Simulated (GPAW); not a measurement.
The system is C.

```xyz
2
Lattice="2.5221 0.0000 0.0000 1.2610 2.1842 0.0000 1.2610 0.7281 2.0593" Properties=species:S:1:pos:R:3 pbc="T T T"
C     3.7831    2.1842    1.5444
C     2.5221    1.4561    1.0296
```

This isn't the form of C at room conditions, which is graphite.

Base run:

- Program: GPAW 26.7.0
- Functional: PBE
- Potentials or basis: GPAW PAW data sets (gpaw-data 1.2.1)
- Cutoff: 800 eV
- Basis: pw
- k mesh: 10 × 10 × 10
- Occupations: fermi-dirac, width 0.05 eV
- Spin: no spin polarisation

Its results: band gap on the k mesh 4.17 eV, indirect (least direct gap 5.60 eV); pressure 1.4 GPa.

Question: The run is repeated on the same cell with these changes: functional from PBE to OLYP; potentials or basis from GPAW PAW data sets (gpaw-data 1.2.1) to PAW data sets generated in the run's folder for this functional. What comes out?

Answer: Band gap on the k mesh 4.16 eV, indirect (least direct gap 5.60 eV); pressure -1.9 GPa.

A k mesh can miss the band edges.
